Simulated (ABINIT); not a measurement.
# SnSe2 in ABINIT: convergence with boxcutmin

The system is SnSe2.

```
Sn Se
1.0
     3.81100    0.00000    0.00000
    -1.90550    3.30042    0.00000
     0.00000    0.00000    6.13600
Sn Se
1 2
Direct
  0.00000 0.00000 0.00000
  0.66667 0.33333 0.75100
  0.33333 0.66667 0.24900
```

| Quantity | Value |
| --- | --- |
| Program | ABINIT 10.8.3 (patched build) |
| Task | single point |
| Functional | PBEsol |
| Potentials or basis | JTH PAW PBE v2.0 sp |
| Cutoff | 599 eV |
| k mesh | 8 × 8 × 5 |
| Occupations | fermi-dirac, width 0.1 eV |
| Spin | no spin polarisation |

These are the settings of the first run; the series varies boxcutmin, with any setting tied to it.

Hardware: 1 thread of Arm Neoverse V2, with other jobs on the host.

```
boxcutmin  energy less the tightest run, at zero smearing (meV/atom)  pressure (GPa)  largest force (eV/Å)  SCF cycles  CPU time (s)  peak memory (GiB)
      1.3                                                       0.31            2.80                 0.663          10            23               0.13
      1.5                                                       0.03            2.93                 0.662          11            29               0.14
      1.7                                                      -0.33            2.87                 0.661          11            33               0.15
     1.85                                                       0.33            2.88                 0.663          11            36               0.15
        2                                                       0.00            2.86                 0.663          11            38               0.16
      2.3                                                       0.00            2.87                 0.663          11            47               0.19
      2.7                                                       0.00            2.87                 0.663          11            69               0.25
```

Against the tightest run, the energy stays within 1 meV/atom from 1.3 on; the pressure stays within 0.1 GPa from 1.3 on; the largest force stays within 0.005 eV/Å from 1.3 on. The tightest run that finished is the yardstick and may itself not be fully converged.

Caveat, for the tightest run too: the PAW data sets were made with another functional, which shifts forces and pressure a little; this set keeps more shells in the core, which shifts pressures and gaps; this functional lacks dispersion, which binds the layers, so the pressure and a relaxed spacing across them are unreliable.
